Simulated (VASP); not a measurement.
# InSe: molecular dynamics at constant energy

InSe, P6_3/mmc (no. 194), 8 atoms in the cell. PBE, molecular dynamics; PAW potentials In, Se (PBE set).

Ensemble: NVE; Starting temperature (K): 1600.

## Input

INCAR:
```
GGA = PE
PREC = Normal
ENCUT = 210
EDIFF = 1E-6
NELMIN = 4
NELM = 60
ALGO = Normal
LREAL = Auto
LASPH = True
ISMEAR = 0
SIGMA = 0.05
ISYM = 0
LWAVE = False
LCHARG = False
IBRION = 0
NSW = 60
POTIM = 3.0
TEBEG = 1600
ISIF = 2
RANDOM_SEED = 131865 0 0
MDALGO = 1
ANDERSEN_PROB = 0.0
KPAR = 2
```

KPOINTS:
```
k-points
0
Gamma
  3 3 1
```

POSCAR:
```
InSe
1.0
    4.0500000000      0.0000000000      0.0000000000
   -2.0250000000      3.5074028853      0.0000000000
    0.0000000000      0.0000000000     16.9300000000
In Se
4 4
Direct
    0.6666666667      0.3333333333      0.8430000000
    0.3333333333      0.6666666667      0.3430000000
    0.6666666667      0.3333333333      0.6570000000
    0.3333333333      0.6666666667      0.1570000000
    0.6666666667      0.3333333333      0.3980000000
    0.3333333333      0.6666666667      0.8980000000
    0.6666666667      0.3333333333      0.1020000000
    0.3333333333      0.6666666667      0.6020000000
```

Commands:
```
cat potpaw_PBE.64/In/POTCAR potpaw_PBE.64/Se/POTCAR > POTCAR
mpirun -np 2 vasp_std > vasp.out
```

## Result

- Rise of the mean potential energy above the start (meV/atom): -43.1
- Mean temperature (K): 1960
- Electronic steps per ionic step after the first: 4.3

Course of the run:

| Time (fs) | Temperature (K) | Potential energy less the first (meV/atom) |
|---|---|---|
| 3 | 1580 | 0.0 |
| 18 | 1714 | -15.2 |
| 30 | 2117 | -61.0 |
| 45 | 2407 | -93.9 |
| 57 | 2231 | -73.7 |
| 72 | 2102 | -59.1 |
| 84 | 1998 | -47.4 |
| 99 | 1987 | -46.0 |
| 111 | 2191 | -69.2 |
| 126 | 2291 | -80.7 |
| 138 | 1946 | -41.6 |
| 153 | 1431 | 16.9 |
| 165 | 1511 | 7.8 |
| 180 | 1769 | -21.6 |

REPORT:
```
MDALGO =   1
         ANDERSEN_PROB =  0.00000000
               SCALING =       0
                 CNEXP =     9.000   14.000
           RANDOM_SEED =            131865                0                0

   original number of atomic DOF:         21
   number of independent constraints:      0
   number of active DOF:                  21

========================================
         MD step No.       1
========================================

  Atomic velocities initialized by STEP_tb

  >Energies
                    E_tot             E_pot             E_kin               EPS                ES
   e_b>   -0.24276476E+02   -0.25705879E+02    0.14294033E+01    0.00000000E+00    0.00000000E+00

  >Temperature
               T_sim     T_inst
   tmprt>   1600.000   1579.756

  >Thermostat, num. of collisions:                0

           RANDOM_SEED =            131865               96                0

[... steps left out ...]

========================================
         MD step No.      60
========================================

  >Energies
                    E_tot             E_pot             E_kin               EPS                ES
   e_b>   -0.24278232E+02   -0.25879085E+02    0.16008528E+01    0.00000000E+00    0.00000000E+00

  >Temperature
               T_sim     T_inst
   tmprt>   1600.000   1769.239

  >Thermostat, num. of collisions:                0

           RANDOM_SEED =            131865             2928                0
```

OSZICAR:
```
N       E                     dE             d eps       ncg     rms          rms(c)
DAV:   1     0.130348244144E+03    0.13035E+03   -0.80528E+03   230   0.601E+02
DAV:   2    -0.142998097347E+02   -0.14465E+03   -0.14113E+03   297   0.147E+02
DAV:   3    -0.267304179395E+02   -0.12431E+02   -0.12368E+02   300   0.486E+01
DAV:   4    -0.269222962668E+02   -0.19188E+00   -0.19175E+00   258   0.700E+00
DAV:   5    -0.269263252856E+02   -0.40290E-02   -0.40286E-02   308   0.913E-01    0.117E+01
DAV:   6    -0.259144602263E+02    0.10119E+01   -0.19525E+00   258   0.486E+00    0.735E+00
DAV:   7    -0.257177960661E+02    0.19666E+00   -0.91927E-01   266   0.353E+00    0.136E+00
DAV:   8    -0.257030011381E+02    0.14795E-01   -0.81262E-02   258   0.123E+00    0.628E-01
DAV:   9    -0.257059692008E+02   -0.29681E-02   -0.19977E-02   259   0.568E-01    0.160E-01
DAV:  10    -0.257055757770E+02    0.39342E-03   -0.42519E-03   279   0.260E-01    0.853E-02
DAV:  11    -0.257058457641E+02   -0.26999E-03   -0.60671E-04   237   0.117E-01    0.169E-02
DAV:  12    -0.257058672802E+02   -0.21516E-04   -0.45450E-05   310   0.274E-02    0.113E-02
[... left out ...]
     58 T=  1704. E= -.24278123E+02 F= -.25819816E+02 E0= -.25819816E+02  EK= 0.15417E+01 SP= 0.00E+00 SK= 0.00E+00
     59 T=  1746. E= -.24278279E+02 F= -.25858423E+02 E0= -.25858423E+02  EK= 0.15801E+01 SP= 0.00E+00 SK= 0.00E+00
[... last step whole ...]
       N       E                     dE             d eps       ncg     rms          rms(c)
DAV:   1    -0.258790567137E+02   -0.20633E-01   -0.12893E-02   362   0.268E+00    0.176E-02
DAV:   2    -0.258790851562E+02   -0.28443E-04   -0.45081E-04   230   0.114E-01    0.108E-02
DAV:   3    -0.258790849626E+02    0.19365E-06   -0.44327E-06   284   0.113E-02    0.624E-03
DAV:   4    -0.258790846103E+02    0.35225E-06   -0.55770E-07   143   0.392E-03
     60 T=  1769. E= -.24278232E+02 F= -.25879085E+02 E0= -.25879085E+02  EK= 0.16009E+01 SP= 0.00E+00 SK= 0.00E+00
```

Limits: 180 fs of 8 atoms are too short for converged averages; the cell is only 3.5 Å across, so each atom moves in step with near copies of itself.

VASP 6.6.1 took 434 s on 2 cores (Intel Xeon Platinum 8259CL @ 2.50GHz (Skylake/Cascade Lake)), a shared host.
